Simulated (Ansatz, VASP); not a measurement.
Two plane-wave programs on InAs

```
CELL_PARAMETERS angstrom
0.00000 3.00368 3.00368
3.00368 0.00000 3.00368
3.00368 3.00368 0.00000
ATOMIC_POSITIONS crystal
In 0.00000 0.00000 0.00000
As 0.75000 0.75000 0.75000
```

Alike in both runs: task single point; functional PBEsol; k mesh 6 × 6 × 6; occupations gaussian, width 0.05 eV; no spin polarisation.

|  | VASP | Ansatz |
| --- | --- | --- |
| version | VASP 6.6.1 | Ansatz 0.2.0 |
| potentials or method | VASP PAW PBE potentials, release 64 (In_d, As) | scalar-relativistic, plane waves, PAW |
| plane-wave cutoff (eV) | 520 | 420 |
| valence electrons in the cell | 18 | 28 |

```tsv
	VASP	Ansatz	Ansatz less VASP
gap on the k mesh at the Fermi level (eV)	none	none	-
pressure (GPa)	2.6	2.5	-0.10
```

A gap of «none» marks a metal or a gap that the smearing closes. The two sets of potentials don't hold the same shells in valence.

Caveats: the PAW data sets were made with another functional, which shifts forces and pressure a little (VASP).
